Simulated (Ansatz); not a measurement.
**C (Fmmm): convergence test of the k-point mesh from a Python script**

The task is a convergence test of the k-point mesh, for C (Fmmm).

Computed with the Python package of Ansatz 0.2.0. Level of theory: DFT PBE, plane waves, PAW.

### 1 The structure

It takes space group Fmmm (No. 69, orthorhombic). Conventional cell: a = 2.456 Å, b = 4.254 Å, c = 6.696 Å, α = 90.00°, β = 90.00°, γ = 90.00°. Around C (site symmetry m2m) lie 3 C at 1.42 Å.

The script holds or builds the structure itself.

### 2 The script

File kconv_c.py:

```python
"""Convergence of C with the k-point mesh."""

import ansatz as az
import matplotlib.pyplot as plt


def main() -> None:
    material = (
        az.Lattice.from_parameters(2.456, 4.254, 6.696, alpha=90, beta=90, gamma=90)
        .space_group(69)
        .atom("C", (0.5, 2 / 3, 0.0))
        .primitive()
    )

    calculation = (
        material.calculation()
        .pseudopotentials("paw")
        .occupations("fermi_dirac")
        .functional("pbe")
        .forces()
        .stress()
    )

    rows = []
    for value in [0.8, 0.6, 0.5, 0.4, 0.33]:
        rep = calculation.kpoints(spacing=value).run(threads=1, pin="off").report
        rows.append((value, rep["free_energy_ev"] / len(rep["lattice"]["sites"]), rep["n_iterations"], sum(rep["stress_gpa"][i][i] for i in range(3)) / 3, max(abs(f) for row in rep["forces_ev_ang"] for f in row), rep["n_kpoints"]))

    print("spacing (1/A)   F/atom (eV)    iterations       P (GPa)  max force (eV/A)      k-points")
    for row in rows:
        print(f"{str(row[0]):>12s}  {row[1]:12.5f}  {row[2]:12d}  {row[3]:12.3f}  {row[4]:16.4f}  {row[5]:12d}")

    # the last row is the reference
    for row in rows[:-1]:
        shift = 1000 * (row[1] - rows[-1][1])
        print(f"{row[0]}: {shift:+.2f} meV/atom" + ("  (within 5 meV)" if abs(shift) < 5 else ""))
    plt.figure(figsize=(4.5, 3))
    plt.plot([str(row[0]) for row in rows], [1000 * (row[1] - rows[-1][1]) for row in rows], "o-")
    plt.xlabel("spacing (1/A)")
    plt.ylabel("F - F(last) (meV/atom)")
    plt.tight_layout()
    plt.savefig("kconv.png", dpi=100)


if __name__ == "__main__":
    main()
```

### 3 Launch

Launch:

```bash
> python kconv_c.py
```

Standard output:

```text
DeckWarning: basis.ecutwfc = 420 eV, auto-derived from the records' recommended cutoffs: set by C (normal level)
spacing (1/A)   F/atom (eV)    iterations       P (GPa)  max force (eV/A)      k-points
         0.8    -250.94086             6         4.085            0.0166            18
         0.6    -250.91199             6         4.704            0.0027            46
         0.5    -250.93098             6         4.532            0.0065            64
         0.4    -250.92595             6         4.595            0.0461            95
        0.33    -250.92712             6         4.589            0.0130           171
0.8: -13.74 meV/atom
0.6: +15.13 meV/atom
0.5: -3.86 meV/atom  (within 5 meV)
0.4: +1.17 meV/atom  (within 5 meV)
```

(Warnings from the package without file and line.)

Wall time 8.6 s (1 thread, shared host).

Lines on the test bed's own set-up are left out of the output.

### 4 The runs side by side

From the records of these 5 runs:

| run | k spacing | energy from run 5 (meV/atom) | pressure (GPa) | SCF cycles | CPU time (s) |
| --- | --- | --- | --- | --- | --- |
| 1 | 0.8 | -13.74 | 4.08 | 6 | 0.45 |
| 2 | 0.6 | 15.13 | 4.70 | 6 | 0.61 |
| 3 | 0.5 | -3.86 | 4.53 | 6 | 0.88 |
| 4 | 0.4 | 1.17 | 4.60 | 6 | 1.8 |
| 5 | 0.33 | 0.00 | 4.59 | 6 | 2.4 |

Energies are free energies F = E - TS of the smeared occupations. 

### 5 What came out

```
                              quantity           value
                         runs compared               5
       last run but one, from the last  +1.17 meV/atom
within 5 meV/atom of the last run from             0.5
```

From a spacing of 0.5 (7×7×7) on it stays within 5 meV an atom of the value at a spacing of 0.33 (10×10×10); the first row (a spacing of 0.8 (4×4×4)) is off by 13.7 meV and the last but one by 1.17 meV. It goes up and down, since the sum over k-points isn't variational. The pressure moves from 4.08 to 4.59 GPa. Notes:
- Pressure is positive in compression.
- This isn't the structure that C takes at ambient conditions.
- Shifts are counted from the finest mesh, which is itself no proven limit.
